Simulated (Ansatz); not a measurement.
I need a relaxation of cell and ions of SnO, space group Pmn2_1. Use Ansatz 0.2.0 through its Python package. Level of theory: LDA, PAW, the default cutoff (420 eV here), 6×4×4 k-points, fixed occupations.

```
Sn O
1.0
     3.35500    0.00000    0.00000
     0.00000    5.67410    0.00000
     0.00000    0.00000    4.22197
Sn O
2 2
Direct
  0.00000 0.23191 0.51314
  0.50000 0.76809 0.01314
  0.00000 0.89125 0.73686
  0.50000 0.10875 0.23686
```

`sno_vcrelax.py`:
```python
'''Variable-cell relaxation of SnO.'''

import warnings

import ansatz as az
from ase import Atoms
from ase.neighborlist import neighbor_list
import numpy as np

def edges_and_angles(cell):
    cell = np.asarray(cell)
    a, b, c = np.linalg.norm(cell, axis=1)
    cosines = cell[1] @ cell[2] / (b * c), cell[0] @ cell[2] / (a * c), cell[0] @ cell[1] / (a * b)
    return (a, b, c, *np.degrees(np.arccos(cosines)))


def main() -> None:
    warnings.simplefilter('ignore', az.DeckWarning)

    lattice = az.Lattice.of(
        [3.355, 0.0, 0.0],
        [0.0, 5.6741, 0.0],
        [0.0, 0.0, 4.22197],
    )
    sites = [
        ('Sn', [0.0, 0.23191, 0.51314]),
        ('Sn', [0.5, 0.76809, 0.01314]),
        ('O', [0.0, 0.89125, 0.73686]),
        ('O', [0.5, 0.10875, 0.23686]),
    ]
    system = az.Crystal(lattice=lattice)
    for symbol, position in sites:
        system = system.atom(symbol, position)

    # edges free, angles fixed
    job = (
        system.calculation()
        .functional('LDA')
        .kpoints(6, 4, 4, center='gamma')
        .occupations('fixed')
        .relax(max_steps=40, fix_cell=['angles'], stress_tolerance=0.05)
    )
    steps = []


    def collect(event):
        if event['event'] == 'relax_step':
            steps.append(event['data'])


    done = job.session().plan().execute(on_event=collect)
    report = done.report
    print('step   energy (eV)     max comp. (eV/A)   P (GPa)  SCF')
    for s in steps:
        print(f'{s["step"]:4d} {s["lagrangian_ev"]:15.5f} {s["allowed_force_max_ev_ang"]:12.4f} {s["pressure_gpa"]:10.3f} {s["n_scf"]:5d}')

    first, last = steps[0], steps[-1]
    symbols = [site.symbol for site in done.lattice.sites]
    print(f'energy gained {first["lagrangian_ev"] - last["lagrangian_ev"]:.4f} eV in {len(steps) - 1} steps')
    for label, vectors in (('before', first['cell_ang']), ('after', done.lattice.cell_ang)):
        print(label, 'a b c (A) {:.4f} {:.4f} {:.4f}  angles {:.2f} {:.2f} {:.2f}'.format(*edges_and_angles(vectors)), f' V = {abs(np.linalg.det(vectors)):.3f} A^3')
    print('final stress xx yy zz (GPa, compression positive):', np.round(np.diag(report['stress_gpa']), 3) + 0.0)

    change = np.array(last['positions_ang']) @ np.linalg.inv(last['cell_ang']) - np.array(first['positions_ang']) @ np.linalg.inv(first['cell_ang'])
    moved = np.linalg.norm(change @ np.array(last['cell_ang']), axis=1)
    print('displacement within the cell, strain taken out (A):', ' '.join(f'{s}:{d:.3f}' for s, d in zip(symbols, moved)))

    print('relaxed fractional positions')
    for site in done.lattice.sites:
        print(f'  {site.symbol:2s}', ' '.join(f'{v % 1:8.5f}' for v in np.round(site.position_frac, 5)))

    final = Atoms(symbols, positions=last['positions_ang'], cell=done.lattice.cell_ang, pbc=True)
    i, j, d = neighbor_list('ijd', final, 4.5)
    print('neighbours within 1.15 times the shortest distance of each atom (A)')
    for atom in range(len(final)):
        near = [m for m in np.argsort(d) if i[m] == atom]
        shell = [m for m in near if d[m] < 1.15 * d[near[0]]]
        print(f'{symbols[atom]}{atom} ({len(shell)}):', ', '.join(f'{symbols[j[m]]} {d[m]:.3f}' for m in shell))

    print('%-22s %14.5f eV' % ('F = E - TS', report['free_energy_ev']))
    print('%-22s %14.5f eV' % ('E', report['internal_energy_ev']))
    print('%-22s %14.5f eV' % ('Harris-Foulkes', report['harris_foulkes_ev']))
    print('%-22s %14.5f eV' % ('Fermi level', report['fermi_energy_ev']))


if __name__ == '__main__':
    main()
```

Output of `python sno_vcrelax.py`:
```text
step   energy (eV)     max comp. (eV/A)   P (GPa)  SCF
   1    -12869.27040       0.7108     -5.464     7
   2    -12869.40039       0.0517      0.303     7
   3    -12869.40204       0.0156      0.047     5
   4    -12869.40703       0.0793     -0.167     7
   5    -12869.41495       0.1359     -0.296     6
   6    -12869.41477       0.0340     -0.143     6
   7    -12869.41645       0.0029     -0.009     6
   8    -12869.41678       0.0048      0.024     7
   9    -12869.40140       0.0054     -0.336     7
  10    -12869.40720       0.1051     -0.183     6
  11    -12869.40805       0.0181      0.177     8
  12    -12869.40791       0.0066     -0.025     5
  13    -12869.40406       0.0063     -0.071     6
  14    -12869.40479       0.0013     -0.001     6
  15    -12869.40418       0.0013     -0.007     5
energy gained 0.1338 eV in 14 steps
before a b c (A) 3.3550 5.6741 4.2220  angles 90.00 90.00 90.00  V = 80.372 A^3
after a b c (A) 3.2917 5.6892 3.7062  angles 90.00 90.00 90.00  V = 69.406 A^3
final stress xx yy zz (GPa, compression positive): [-0.002  0.026 -0.044]
displacement within the cell, strain taken out (A): Sn:0.083 Sn:0.083 O:0.097 O:0.097
relaxed fractional positions
  Sn  0.00000  0.23530  0.53501
  Sn  0.50000  0.76470  0.03501
  O   0.00000  0.88200  0.71499
  O   0.50000  0.11800  0.21499
neighbours within 1.15 times the shortest distance of each atom (A)
Sn0 (3): O 2.118, O 2.136, O 2.136
Sn1 (3): O 2.118, O 2.136, O 2.136
O2 (3): Sn 2.118, Sn 2.136, Sn 2.136
O3 (3): Sn 2.118, Sn 2.136, Sn 2.136
F = E - TS               -12869.40418 eV
E                        -12869.40418 eV
Harris-Foulkes           -12869.40418 eV
Fermi level                   8.94510 eV
```

What to keep in mind:
- Total energies depend on the potentials; only differences at equal settings carry meaning. A total without «per atom» is that of the cell as typed.
- The Fermi level of a run with fixed occupations marks the highest occupied state on its mesh, not mid-gap.
- Only differences from the Fermi energy are physical; the zero of the scale is a convention.
- Energies along a relaxation are free energies. Rows at an unchanged volume are solved on a plane-wave basis chosen afresh for that cell, so the energy jumps there and such rows are no steps of the walk.
- The structure is layered, and without a dispersion term the spacing of the layers is poorly determined.
- The structure comes from a database of computed cells and needn't be a stable or known phase.
- Timing: 62 s on 1 thread of Intel(R) Xeon(R) Processor @ 2.30GHz, on a shared host, peak memory 0.6 GiB.
